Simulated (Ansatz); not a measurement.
**Ta2C: further runs on the relaxed cell**

The task here is to estimate one member of a computed series from the others.

Method: DFT PBEsol, scalar-relativistic, plane waves, PAW, in Ansatz 0.2.0.

1 further run of the same task is left out (set aside as unsound or not needed).

## Starting point

The structure is trigonal, space group P-3m1 (No. 164). Conventional cell: a = 3.095 Å, b = 3.095 Å, c = 4.921 Å, α = 90.00°, β = 90.00°, γ = 120.00°. Around Ta (site symmetry 3m) lie 3 C at 2.18 Å. Around C (site symmetry -3m) lie 6 Ta at 2.18 Å.

Coordinates:

```
CELL_PARAMETERS angstrom
3.09530 0.00000 0.00000
-1.54765 2.68061 0.00000
0.00000 0.00000 4.92108
ATOMIC_POSITIONS crystal
Ta 0.33333 0.66667 0.25288
Ta 0.66667 0.33333 0.74712
C 0.00000 0.00000 0.00000
```

It is the result of an earlier relaxation at this level (volume 13.61 Å³/atom; gap on the mesh: none (metal)).

The first run:

Contents of input.yaml:

```yaml
crystal:
  lattice:
    - [3.0953006992, 0.0, 0.0]
    - [-1.5476503496, 2.6806090379, 0.0]
    - [0.0, 0.0, 4.9210802913]
  atoms:
    - { symbol: Ta, position: [0.3333333333, 0.6666666667, 0.2528761937] }
    - { symbol: Ta, position: [0.6666666667, 0.3333333333, 0.7471238063] }
    - { symbol: C, position: [0.0, 0.0, 0.0] }
basis:
  ecutwfc: 420
kpoints:
  mp_grid: { grid: [18, 18, 8] }
  band_path:
    path:
      - [[0.0, 0.0, 0.0], [0.5, 0.0, 0.0], [0.33333333, 0.33333333, 0.0], [0.0, 0.0, 0.0], [0.0, 0.0, 0.5], [0.5, 0.0, 0.5], [0.33333333, 0.33333333, 0.5], [0.0, 0.0, 0.5]]
      - [[0.5, 0.0, 0.5], [0.5, 0.0, 0.0]]
      - [[0.33333333, 0.33333333, 0.5], [0.33333333, 0.33333333, 0.0]]
    npoints: 14
hamiltonian:
  xc: pbesol
scf:
  occupations: { method: gaussian, width: 0.1 }
  n_extra_bands: 7
output:
  forces: true
  stress: true
  eigenvalues: true
  populations: true
  dos: { projected: true, de: 0.02, nscf_kmesh: { grid: [27, 27, 12] } }
  bader: true
  write_density: true
  write_potential: true
  elf: true
  volumetric_format: npy
```

On the command line:

```sh
$ ansatz run input.yaml --threads 1 --pin off --max-ram 2560MiB --backend cpu --events-out ev --progress --plain --runs-dir out
```

Among the steps run: Electronic structure at the relaxed geometry; Volume × 0.97; The cell scaled to 1.03 of its volume; Point at V/V0 = 0.94; Point at V/V0 = 1.06.

One table of the session follows, with a row left open; its other results are not shown here.

It belongs to the step «Energy against volume». 

| volume (Å³/atom) | energy above the lowest point (meV/atom) | pressure (GPa) |
| --- | --- | --- |
| 12.794 | 46.1 | 19.15 |
| 13.202 | ? | ? |
| 13.611 | 0.0 | -0.01 |
| 14.019 | 9.9 | -7.53 |
| 14.427 | 37.4 | -13.92 |

Q: Estimate the row for volume (Å³/atom) = 13.202 from the others.

Worked estimate for «energy above the lowest point (meV/atom)». A straight line through the neighbours (12.794, 46.1) and (13.611, 0.0) gives 46.1 + (0.0 − 46.1) × (13.202 − 12.794) / (13.611 − 12.794) = 23.1; a parabola fitted to 3 rows on both sides gives 12.1.

As computed: energy above the lowest point (meV/atom): 10.9; pressure (GPa): 8.81. In «energy above the lowest point (meV/atom)» the line misses by +12.2 and the parabola by +1.2.
